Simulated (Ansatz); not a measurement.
Runs of Ansatz 0.2.0 on CsSnI3. The structure is cubic, space group Pm-3m (No. 221). Conventional cell: a = 6.206 Å, b = 6.206 Å, c = 6.206 Å, α = 90.00°, β = 90.00°, γ = 90.00°. Cs (site symmetry m-3m) is surrounded by 12 I at 4.39 Å. Around I (site symmetry 4/mmm) lie 2 Sn at 3.10 Å. Around Sn (site symmetry m-3m) lie 6 I at 3.10 Å. 

```tsv
task	level	cell	cutoff (eV)	points for each segment of the path	gap on the mesh (eV)	pressure (GPa)	relaxed volume (Å³/atom)
relaxation of cell and atoms	SVWN5	relaxed	420	-	1.67	0.0	(a)
relaxation of cell and atoms	LDA	relaxed	420	-	1.67	0.0	43.66
relaxation of cell and atoms	r2SCAN	relaxed	500	-	(b)	0.0	47.80
band structure	RPBE	as given	420	14	-	1.6	-
```

Alike in all rows: potentials or basis Ansatz PAW; no spin polarisation; k mesh 5 × 5 × 5; smearing fermi-dirac 0.05 eV.

Q: Estimate the missing entries.

A: (a) 43.63; (b) 1.87.

Caveats: spin-orbit coupling is left out, which moves the levels of the heavy elements; the PAW data sets come from PBE, with cores solved anew for the run's functional, which leaves a small shift of forces and pressure; odd divisions of the mesh miss points on the zone boundary, where band edges often lie, so the gap on the mesh can be too wide (some runs); the plane-wave basis is chosen anew once the cell has moved, so the energies of steps on either side of that aren't comparable (some runs); the cell was measured hot, at 500 K (some runs).

A k mesh can miss the band edges, and the runs leave out spin-orbit coupling on Cs, I, Sn.

Runs at the PBE level aren't shown here.
